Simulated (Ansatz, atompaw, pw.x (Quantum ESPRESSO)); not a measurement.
# zinc (Zn) (bcc): variants of one PAW (atompaw) potential in the solid

```json
{
 "Element": "Zn",
 "Generator": "atompaw 4.2.0.5",
 "Type": "PAW",
 "Functional": "PBE",
 "Relativity": "scalar-relativistic",
 "Frozen core": "[Ar]",
 "Valence charge": "12",
 "Reference configuration": "3d10 4s2 4p0",
 "Partial waves": "4s (bound): rc 2.95 bohr; 4s channel at 0.05 Ry: rc 2.95 bohr; 4p (bound, empty): rc 2.95 bohr; 4p channel at 0.5 Ry: rc 2.95 bohr; 3d (bound): rc 1.50 bohr; 3d channel at -0.4 Ry: rc 1.50 bohr",
 "Local potential": "bessel scheme, radius 2.65 bohr",
 "Core correction": "smooth core density matched at 2.00 bohr",
 "Augmentation charge": "besselshape compensation charge, radius 2.50 bohr; PAW radius 2.95 bohr; waves and projectors: custom polynom vanderbiltortho"
}
```

Crystal test: bcc Zn in pw.x 7.5, no spin, 15³ k-points, Fermi–Dirac smearing 0.01 Ry, cutoffs set for each file from its atomic test. The reference is all-electron LAPW (Ansatz 0.2.0) with the same functional, mesh and smearing; V0 and B0 come from Birch–Murnaghan fits to the pressures at five volumes. Errors are pseudo minus all-electron; Δ is the rms difference of the E(V) curves that follow from these fits, minima aligned, over ±6 % about the mean V0. Mesh and smearing are coarse, so the numbers serve the comparison and aren't converged zero-temperature values; the lattice is a test structure that the element need not adopt.

All-electron: a0 = 3.134 Å (V0 = 15.39 Å³/atom), B0 = 64.0 GPa.

Base: The largest radius (2.95 bohr) exceeds half the bond length (2.56 bohr), so the spheres overlap, which is one possible source of error among others. This is a poor potential for the solid.

| change | cutoffs (Ry) | pw.x | a0 (Å) | a0 error (%) | B0 error (%) | Δ (meV/atom) | mean pressure error (GPa) |
| --- | --- | --- | --- | --- | --- | --- | --- |
| base | 135/900 | converged | 3.153 | +0.60 | -2.0 | 3.9 | +1.26 |
| wave 4s channel at 0.05 Ry: rc 2.95 bohr becomes 4s channel at 0.27 Ry: rc 2.95 bohr | 135/900 | converged | 3.152 | +0.60 | -2.3 | 3.9 | +1.25 |
| augmentation besselshape compensation charge, radius 2.50 bohr; PAW radius 2.95 bohr; waves and projectors: custom rrkj vanderbiltortho | 100/900 | converged | 3.147 | +0.42 | +1.1 | 2.8 | +0.92 |
| wave 4s channel at 0.05 Ry: rc 2.95 bohr becomes 4s channel at 0.05 Ry: rc 2.58 bohr | 135/900 | converged | 3.153 | +0.62 | -2.2 | 4.1 | +1.31 |
| all radii scaled by about 1.14 (s 3.36, p 3.36, d 1.70 bohr); local potential bessel scheme, radius 3.02 bohr; augmentation besselshape compensation charge, radius 2.84 bohr; PAW radius 3.36 bohr; waves and projectors: custom polynom vanderbiltortho; core correction smooth core density matched at 2.28 bohr | 100/900 | converged | 3.172 | +1.22 | -3.7 | 8.2 | +2.87 |

(1) Give the row for: augmentation besselshape compensation charge, radius 2.50 bohr; PAW radius 2.95 bohr; waves and projectors: custom rrkj gramschmidtortho.

## Answers

(1) pw.x: converged; mean pressure error (GPa): +1.00; a0 (Å): 3.148; a0 error (%): +0.47; B0 error (%): -0.1; Δ (meV/atom): 3.1.
